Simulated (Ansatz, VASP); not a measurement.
## SiC in VASP and in Ansatz

The input INCAR:

```
SYSTEM = SiC
PREC = Accurate
ENCUT = 520
EDIFF = 1E-6
ISMEAR = -1
SIGMA = 0.05
LREAL = .FALSE.
LASPH = .TRUE.
NELM = 100
ALGO = Normal
ISIF = 2
LWAVE = .FALSE.
LCHARG = .FALSE.
GGA = PE
```

KPOINTS

```
Automatic mesh
0
G
  10 10 3
  0 0 0
```

Contents of POSCAR:

```
SiC
1.0
    3.0756941497      0.0000000000      0.0000000000
   -1.5378470748      2.6636292679      0.0000000000
    0.0000000000      0.0000000000     10.0706464800
Si C
4 4
Direct
    0.0000000000      0.0000000000      0.1878943800
    0.0000000000      0.0000000000      0.6878943800
    0.3333333333      0.6666666667      0.4378419800
    0.6666666667      0.3333333333      0.9378419800
    0.0000000000      0.0000000000      0.0004600500
    0.0000000000      0.0000000000      0.5004600500
    0.3333333333      0.6666666667      0.2498025900
    0.6666666667      0.3333333333      0.7498025900
```

The input KPOINTS_OPT:

```
path GMKGALHA,LM,KH
15
line-mode
reciprocal
 0.0000000000  0.0000000000  0.0000000000  G
 0.5000000000  0.0000000000  0.0000000000  M

 0.5000000000  0.0000000000  0.0000000000  M
 0.3333333333  0.3333333333  0.0000000000  K

 0.3333333333  0.3333333333  0.0000000000  K
 0.0000000000  0.0000000000  0.0000000000  G

 0.0000000000  0.0000000000  0.0000000000  G
 0.0000000000  0.0000000000  0.5000000000  A

 0.0000000000  0.0000000000  0.5000000000  A
 0.5000000000  0.0000000000  0.5000000000  L

 0.5000000000  0.0000000000  0.5000000000  L
 0.3333333333  0.3333333333  0.5000000000  H

 0.3333333333  0.3333333333  0.5000000000  H
 0.0000000000  0.0000000000  0.5000000000  A

 0.5000000000  0.0000000000  0.5000000000  L
 0.5000000000  0.0000000000  0.0000000000  M

 0.3333333333  0.3333333333  0.0000000000  K
 0.3333333333  0.3333333333  0.5000000000  H
```

File input.yaml:

```yaml
crystal:
  lattice:
    - [3.0756941497, 0.0, 0.0]
    - [-1.5378470748, 2.6636292679, 0.0]
    - [0.0, 0.0, 10.07064648]
  atoms:
    - { symbol: Si, position: [0.0, 0.0, 0.18789438] }
    - { symbol: Si, position: [0.0, 0.0, 0.68789438] }
    - { symbol: Si, position: [0.3333333333, 0.6666666667, 0.43784198] }
    - { symbol: Si, position: [0.6666666667, 0.3333333333, 0.93784198] }
    - { symbol: C, position: [0.0, 0.0, 0.00046005] }
    - { symbol: C, position: [0.0, 0.0, 0.50046005] }
    - { symbol: C, position: [0.3333333333, 0.6666666667, 0.24980259] }
    - { symbol: C, position: [0.6666666667, 0.3333333333, 0.74980259] }
hamiltonian:
  xc: pbe
  pseudopotentials: { kind: paw }
kpoints:
  mp_grid: { grid: [10, 10, 3] }
  band_path:
    path:
      - [[0.0, 0.0, 0.0], [0.5, 0.0, 0.0], [0.3333333333, 0.3333333333, 0.0], [0.0, 0.0, 0.0], [0.0, 0.0, 0.5], [0.5, 0.0, 0.5], [0.3333333333, 0.3333333333, 0.5], [0.0, 0.0, 0.5]]
      - [[0.5, 0.0, 0.5], [0.5, 0.0, 0.0]]
      - [[0.3333333333, 0.3333333333, 0.0], [0.3333333333, 0.3333333333, 0.5]]
    npoints: 10
scf:
  occupations: { method: fermi_dirac, width: 0.05 }
  n_extra_bands: 20
output:
  forces: true
  stress: true
  eigenvalues: true
  fatbands: false
```

The cell is a database's computed one.

Alike in both runs: task band structure; functional PBE; k mesh 10 × 10 × 3; occupations fermi-dirac, width 0.05 eV; no spin polarisation.

|  | VASP | Ansatz |
| --- | --- | --- |
| version | VASP 6.6.1 | Ansatz 0.2.0 |
| potentials or method | VASP PAW PBE potentials, release 64 (Si, C) | Ansatz PAW |
| plane-wave cutoff (eV) | 520 | 420 |
| valence electrons in the cell | 32 | 32 |

|  | VASP | Ansatz | Ansatz less VASP |
| --- | --- | --- | --- |
| gap on the k mesh at the Fermi level (eV) | 2.23 | 2.23 | +0.001 |
| least direct gap on the mesh (eV) | 3.35 | 3.35 | +0.002 |
| gap along the band path (eV) | 2.23 | 2.23 | +0.001 |
| pressure (GPa) | 3.9 | 3.9 | +0.06 |
| largest component of the traceless stress (GPa) | 0.09 | 0.09 | +0.003 |
